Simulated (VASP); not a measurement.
Crystal: MgO2.

```
CELL_PARAMETERS angstrom
4.82861 0.00000 0.00000
0.00000 4.82861 0.00000
0.00000 0.00000 4.82861
ATOMIC_POSITIONS crystal
Mg 0.00000 0.00000 0.00000
Mg 0.50000 0.00000 0.50000
Mg 0.50000 0.50000 0.00000
Mg 0.00000 0.50000 0.50000
O 0.58942 0.91058 0.08942
O 0.91058 0.08942 0.58942
O 0.08942 0.58942 0.91058
O 0.41058 0.41058 0.41058
O 0.58942 0.58942 0.58942
O 0.91058 0.41058 0.08942
O 0.08942 0.91058 0.41058
O 0.41058 0.08942 0.91058
```

The cell is a database's computed one.

Base run:

* Program: VASP 6.6.1
* Functional: revTPSS
* Potentials or basis: VASP PAW PBE potentials, release 64 (Mg, O)
* Cutoff: 520 eV
* k mesh: 6 × 6 × 6
* Occupations: fermi-dirac, width 0.05 eV
* Spin: no spin polarisation

Its results: band gap on the k mesh 4.28 eV, indirect (least direct gap 4.41 eV); pressure 3.2 GPa; largest force 0.373 eV/Å.

Problem. The run is repeated on the same cell with these changes: functional from revTPSS to MS2; further incar settings from ALGO = Normal; EDIFF = 1e-06 to ALGO = Normal; EDIFF = 1e-06; NBANDS = 40. What comes out?

Solution. Band gap on the k mesh 4.79 eV, indirect (least direct gap 4.91 eV); pressure 1.8 GPa; largest force 0.736 eV/Å.

Caveats: the PAW data sets were made with another functional, which shifts forces and pressure a little.
